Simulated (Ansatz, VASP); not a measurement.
**Two plane-wave programs on BaTiO3**

Contents of INCAR:

```
  PREC = Accurate
  ENCUT = 520
  EDIFF = 1E-7
  ISMEAR = -1
  SIGMA = 0.05
  LREAL = F
  LASPH = T
  NELM = 60
  ALGO = Normal
  ISIF = 2
  LWAVE = F
  LCHARG = F
  GGA = PS
  NBANDS = 28
  KPAR = 2
```

File KPOINTS:

```
Automatic mesh
0
Gamma
  7 7 7
```

Contents of POSCAR:

```
BaTiO3
1.0
    2.8273666084      1.6323808724      2.3183934932
   -2.8273666084      1.6323808724      2.3183934932
    0.0000000000     -3.2647617449      2.3183934932
Ba Ti O
1 1 3
Direct
    0.0000000000      0.0000000000      0.0000000000
    0.4845000000      0.4845000000      0.4845000000
    0.5086000000      0.0175000000      0.5086000000
    0.0175000000      0.5086000000      0.5086000000
    0.5086000000      0.5086000000      0.0175000000
```

The input input.yaml:

```yaml
crystal:
  lattice:
    - [2.8273666084, 1.6323808724, 2.3183934932]
    - [-2.8273666084, 1.6323808724, 2.3183934932]
    - [0.0, -3.2647617449, 2.3183934932]
  atoms:
    - { symbol: Ba, position: [0.0, 0.0, 0.0] }
    - { symbol: Ti, position: [0.4845, 0.4845, 0.4845] }
    - { symbol: O, position: [0.5086, 0.0175, 0.5086] }
    - { symbol: O, position: [0.0175, 0.5086, 0.5086] }
    - { symbol: O, position: [0.5086, 0.5086, 0.0175] }
hamiltonian:
  xc: pbesol
  pseudopotentials: { kind: paw }
kpoints:
  mp_grid: { grid: [7, 7, 7] }
scf:
  occupations: { method: fermi_dirac, width: 0.05 }
  n_extra_bands: 12
output:
  forces: true
  stress: true
  eigenvalues: true
  dos: { projected: true, de: 0.05, nscf_kmesh: { grid: [11, 11, 11] } }
  write_density: true
  write_potential: true
  elf: true
  volumetric_format: npy
```

Alike in both runs: functional PBEsol; k mesh 7 × 7 × 7; occupations fermi-dirac, width 0.05 eV; no spin polarisation.

|  | VASP | Ansatz |
| --- | --- | --- |
| version | VASP 6.6.1 | Ansatz 0.2.0 |
| potentials or method | VASP PAW PBE potentials, release 64 (Ba_sv, Ti_sv, O) | Ansatz PAW |
| plane-wave cutoff (eV) | 520 | 420 |
| valence electrons in the cell | 40 | 40 |
| task | single point | projected density of states |

```csv
,VASP,Ansatz,Ansatz less VASP
gap on the k mesh at the Fermi level (eV),2.40,2.45,+0.056
least direct gap on the mesh (eV),2.74,2.75,+0.014
pressure (GPa),0.6,-1.2,-1.85
largest component of the traceless stress (GPa),0.12,0.08,-0.046
rms of the force components (eV/Å),0.065,0.052,-0.0126
```

Atom by atom the forces differ by 0.026 eV/Å (rms over components).

Caveats: spin-orbit coupling is left out, which moves the levels of the heavy elements; the PAW data sets were made with another functional, which shifts forces and pressure a little (VASP); an odd mesh through Γ misses points on the zone boundary, where band edges often lie (VASP); odd divisions of the mesh miss points on the zone boundary, where band edges often lie, so the gap on the mesh can be too wide (Ansatz); the pressure holds a Pulay correction of +0.6 GPa for the finite cutoff (Ansatz); the PAW data sets come from PBE, with cores solved anew for the run's functional, which leaves a small shift of forces and pressure (Ansatz); the density of states is complete only up to the lowest level of the last band computed (Ansatz). As with any semilocal functional, this PBEsol gap is likely too small.
